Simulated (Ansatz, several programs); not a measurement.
NaI built on the CsCl prototype, relaxed with PBE in Ansatz (plane waves, PAW): it is cubic, Pm-3m (No. 221); a = 4.062 Å in the conventional setting, 33.52 Å³ an atom. Na has 8 I at 3.52 Å; I has 8 Na at 3.52 Å. The cell was then scaled with its shape and fractional coordinates held. No spin polarisation. The prototype was imposed, so other structures may be more stable.

```tsv
V (Å³/atom)	E (meV/atom)
31.510	7.19
33.522	0.00
34.527	1.38
35.533	5.38
```

(1) Pass a cubic E = c₀ + c₁u + c₂u² + c₃u³, with u = V − 33.773 Å³, through these points.

(2) Where is the minimum, and what bulk modulus follows?

(3) Predict the energy and the pressure at the withheld volume, 32.516 Å³.

Answers

(1) c₀ = 0.07, c₁ = +0.662, c₂ = 1.489, c₃ = -0.0858 (meV and Å³).

(2) dE/du = 0 at u = -0.218, so V₀ = 33.55 Å³. B = V₀ d²E/dV² = 33.55 × (2c₂ + 6c₃u) = 33.55 × 3.090 = 104 meV/Å³, and 1 meV/Å³ is 0.16022 GPa: 17 GPa. A third-order Birch-Murnaghan fit to all five points gives 33.55 Å³ and 16 GPa.

(3) With u = -1.257: E ≈ 1.76 meV and P = −dE/dV ≈ +0.56 GPa. The run gives 1.74 meV and, from its stress, +0.56 GPa.
